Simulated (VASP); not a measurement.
# Cu2O: single point with PBE

The system is Cu2O.

```xyz
6
Lattice="4.2200 0.0000 0.0000 0.0000 4.2200 0.0000 0.0000 0.0000 4.2200" Properties=species:S:1:pos:R:3 pbc="T T T"
Cu    1.0550    1.0550    1.0550
Cu    1.0550    3.1650    3.1650
Cu    3.1650    3.1650    1.0550
Cu    3.1650    1.0550    3.1650
O     0.0000    4.2200    4.2200
O     2.1100    2.1100    2.1100
```

The cell isn't the ideal one: a relaxed cell with its volume scaled by 0.94.

```yaml
Program: VASP 6.6.1
Task: single point
Functional: PBE
Potentials_or_basis: VASP PAW PBE potentials, release 64 (Cu, O)
Cutoff: 520 eV
k_mesh: 8 × 8 × 8
Occupations: gaussian, width 0.02 eV
Spin: collinear spin, ferromagnetic start
Starting_moments: "[1, 1, 1, 1, 0, 0] μB"
Further_INCAR_settings: ALGO = Normal; EDIFF = 1e-07
```

```yaml
Pressure: 7.9 GPa
Band_gap_on_the_k_mesh: 0.60 eV, direct
Net_moment: 0.00 μB per cell
Valence_electrons_inside_the_program's_atomic_spheres: Cu 10.01; O 5.05
```

Levels at points of the mesh, in eV from the valence-band top:
Spin up:
```
           k point  band 26  band 27  band 28  band 29  band 30  band 31
(0.00, 0.00, 0.00)     0.00     0.00     0.00     0.60     1.15     1.15
(0.50, 0.00, 0.00)    -1.25    -0.41    -0.41     2.34     2.34     4.23
(0.50, 0.50, 0.00)    -1.26    -0.68    -0.68     1.94     1.94     3.91
(0.50, 0.50, 0.50)    -0.59    -0.59    -0.59     2.42     2.42     2.42
```
Spin down:
```
           k point  band 25  band 26  band 27  band 28  band 29  band 30  band 31  band 32
(0.00, 0.00, 0.00)    -1.64     0.00     0.00     0.00     0.60     1.15     1.15     8.12
(0.50, 0.00, 0.00)    -1.25    -1.25    -0.41    -0.41     2.34     2.34     4.23     4.23
(0.50, 0.50, 0.00)    -1.26    -1.26    -0.68    -0.68     1.94     1.94     3.91     3.91
(0.50, 0.50, 0.50)    -1.02    -0.59    -0.59    -0.59     2.42     2.42     2.42     5.00
```

Run time: 40 s on 8 MPI ranks on Intel(R) Xeon(R) Platinum 8488C (Sapphire Rapids) (shared host), peak memory 0.3 GiB a rank.

A k mesh can miss the band edges.
